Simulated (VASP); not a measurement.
Input of a VASP 6.6.1 run:

INCAR

```
  PREC = Accurate
  ENCUT = 520
  EDIFF = 1E-7
  ISMEAR = -1
  SIGMA = 0.05
  LREAL = False
  LASPH = True
  NELM = 100
  ALGO = Normal
  ISIF = 2
  LWAVE = False
  LCHARG = False
  LDIPOL = True
  IDIPOL = 3
  DIPOL = 0.5 0.5 0.500
  GGA = PE
  NBANDS = 60
```

KPOINTS

```
Automatic mesh
0
Gamma
  9 9 1
```

Contents of POSCAR:

```
TiC
1.0
    3.0603581490      0.0000000000      0.0000000000
    0.0000000000      3.0603581490      0.0000000000
    0.0000000000      0.0000000000     25.8200000000
Ti C
6 6
Direct
    0.5000000000      0.5000000000      0.2904725019
    0.0000000000      0.0000000000      0.3742835012
    0.5000000000      0.5000000000      0.4580945004
    0.0000000000      0.0000000000      0.5419054996
    0.5000000000      0.5000000000      0.6257164988
    0.0000000000      0.0000000000      0.7095274981
    0.0000000000      0.0000000000      0.2904725019
    0.5000000000      0.5000000000      0.3742835012
    0.0000000000      0.0000000000      0.4580945004
    0.5000000000      0.5000000000      0.5419054996
    0.0000000000      0.0000000000      0.6257164988
    0.5000000000      0.5000000000      0.7095274981
```

Potentials or basis: VASP PAW PBE potentials, release 64 (Ti_sv, C).

Run with:

```bash
$ cat potpaw_PBE.64/Ti_sv/POTCAR potpaw_PBE.64/C/POTCAR > POTCAR
$ mpirun -np 1 vasp_std > vasp.out
```

(1) Predict the band gap on the k mesh.

(2) What does it give for the largest force?

## Answers

(1) none (metal or under the smearing width).

(2) 1.415 eV/Å.
